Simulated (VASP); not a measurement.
# Ag: relaxation of the atoms with LDA

Ag, a slab with vacuum:

```
Ag
1.0
     2.83010    0.00000    0.00000
     0.00000    4.00236    0.00000
     0.00000    0.00000   27.73543
Ag
10
Direct
  0.50000 0.50000 0.27041
  0.00000 0.00000 0.32143
  0.50000 0.50000 0.37245
  0.00000 0.00000 0.42347
  0.50000 0.50000 0.47449
  0.00000 0.00000 0.52551
  0.50000 0.50000 0.57653
  0.00000 0.00000 0.62755
  0.50000 0.50000 0.67857
  0.00000 0.00000 0.72959
```

The slab is cut from a database's or a generator's crystal, which needn't be the stable form of the element.

```
Program                : VASP 6.6.1
Task                   : relaxation of the atoms
Functional             : LDA
Potentials or basis    : VASP PAW LDA potentials, release 64 (Ag)
Cutoff                 : 520 eV
k mesh                 : 14 × 10 × 1
Occupations            : methfessel-paxton, width 0.1 eV
Spin                   : no spin polarisation
Dipole correction      : yes
Further INCAR settings : ALGO = Normal; EDIFF = 1e-06; IBRION = 2; EDIFFG = -0.02; NSW = 80
```

| Quantity | Value |
| --- | --- |
| Energy gained by relaxing | 4.9 meV/atom |
| Ionic steps | 6 |
| Largest force after relaxing | 0.019 eV/Å |
| Band gap on the k mesh | none (metal or under the smearing width) |

Forces in eV/Å, atoms in the order of the input:
```
Ag   0.000  0.000  0.017
Ag   0.000  0.000  0.019
Ag   0.000  0.000 -0.002
Ag   0.000  0.000 -0.001
Ag   0.000  0.000  0.017
Ag   0.000  0.000 -0.017
Ag   0.000  0.000  0.001
Ag   0.000  0.000  0.002
Ag   0.000  0.000 -0.019
Ag   0.000  0.000 -0.017
```

The path:
```tsv
step	energy change (eV)	largest force (eV/Å)	pressure (GPa)
1	0.0000	0.3771	-1.19
2	-0.0228	0.2815	-1.12
3	-0.0469	0.0861	-0.84
4	-0.0470	0.0835	-0.86
5	-0.0484	0.0357	-0.84
6	-0.0487	0.0187	-0.82
```

Final structure:
```
Ag
1.0
     2.83010    0.00000    0.00000
     0.00000    4.00236    0.00000
     0.00000    0.00000   27.73543
Ag
10
Direct
  0.50000 0.50000 0.27286
  0.00000 0.00000 0.31925
  0.50000 0.50000 0.37268
  0.00000 0.00000 0.42295
  0.50000 0.50000 0.47455
  0.00000 0.00000 0.52545
  0.50000 0.50000 0.57705
  0.00000 0.00000 0.62732
  0.50000 0.50000 0.68075
  0.00000 0.00000 0.72714
```

Levels at points of the mesh, in eV from the Fermi level:
```csv
k point,band 53,band 54,band 55,band 56,band 57,band 58
"(0.00, 0.00, 0.00)",-2.73,-2.69,-1.75,-0.48,1.08,1.92
"(0.50, 0.00, 0.00)",-0.07,-0.07,0.39,0.39,0.97,0.97
"(0.00, 0.50, 0.00)",-2.85,-2.85,-2.23,-2.23,-1.47,-1.47
"(0.50, 0.50, 0.00)",0.93,0.93,2.30,2.30,3.82,3.82
```

Run time: 16 min on 4 MPI ranks on Intel(R) Xeon(R) Platinum 8259CL CPU @ 2.50GHz (Skylake/Cascade Lake) (shared host), peak memory 0.78 GiB a rank.
